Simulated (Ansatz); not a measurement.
Theory: Ansatz, DFT PBE, scalar-relativistic, plane waves, PAW. All cells share a 420 eV cutoff and Γ-centred k meshes spaced at most about 0.3 Å⁻¹ (about 0.25 or finer for metals, 2π included). No spin polarisation.

These are static total energies at zero pressure.

Compare these two cells of GaAs4, each relaxed at this level.

A. Space group P6/mmm (No. 191), hexagonal, a = 5.613 Å, c = 5.155 Å. Ga has 2 As at 2.58 Å; around As on a site of symmetry mmm lie 6 As at 2.81 Å; As on a site of symmetry 6/mmm has 2 Ga at 2.58 Å and 6 As at 2.81 Å.

B. Space group I4/mmm (No. 139), tetragonal, a = 5.109 Å, c = 8.627 Å. Ga is surrounded by 2 As at 2.98 Å and 8 As at 3.34 Å; around As on a site of symmetry -4m2 lie 4 As at 2.68 Å and 4 Ga at 3.34 Å; As on a site of symmetry 4mm has 5 As at 2.66–2.68 Å and 1 Ga at 2.98 Å.

Question: Which is lower in energy, and by how much?

Answer: B is lower, by 0.37 eV/atom. A has space group P6/mmm (No. 191), 28.1 Å³/atom and no gap on its mesh; B has space group I4/mmm (No. 139), 22.5 Å³/atom and no gap. Counting As atoms around Ga (those within 1.25 times the shortest such distance or 1.15 times the sum of covalent radii, 1.27 where that leaves under three; a plus sign parts nearer from farther groups; the shortest distance is added where it exceeds 1.18 times the sum of covalent radii), A has Ga 2 and B has Ga 2+8 from 3.0 Å. The denser one is the lower, and pressure would at first widen the difference. Even the lower one lies +0.24 eV/atom against the reference forms of the elements (uncorrected), so neither is stable at this level. Both come from invented guesses. The lowest form computed isn't among them: it has space group P4/mmm (No. 123), 23.7 Å³/atom and lies 17 meV/atom below the best shown.

In P6/mmm, I4/mmm an odd number of electrons in the primitive cell allows no gap without spin; a larger cell or a magnetic state could open one. Cells relaxed within their symmetry can be saddle points. Some types were kept out of the candidates beforehand, so the set may lack a known form.
